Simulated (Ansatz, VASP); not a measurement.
**One calculation of ZrH3, two programs**

```
Zr H
1.0
     3.16061    0.00000    0.00000
     0.00000    3.16061    0.00000
     0.00000    0.00000    3.16061
Zr H
1 3
Direct
  0.00000 0.00000 0.00000
  0.00000 0.50000 0.50000
  0.50000 0.00000 0.50000
  0.50000 0.50000 0.00000
```

Alike in both runs: task single point; functional PBEsol; k mesh 14 × 14 × 14; occupations gaussian, width 0.1 eV; no spin polarisation.

|  | VASP | Ansatz |
| --- | --- | --- |
| version | VASP 6.6.1 | Ansatz 0.2.0 |
| potentials or method | VASP PAW PBE potentials, release 64 (Zr_sv, H) | scalar-relativistic, plane waves, PAW |
| plane-wave cutoff (eV) | 520 | 420 |
| valence electrons in the cell | 15 | 15 |

```csv
,VASP,Ansatz,Ansatz less VASP
gap on the k mesh at the Fermi level (eV),none,none,-
pressure (GPa),-8.5,-8.5,+0.02
```

A gap of «none» marks a metal or a gap that the smearing closes.

Caveats: the PAW data sets were made with another functional, which shifts forces and pressure a little (VASP).
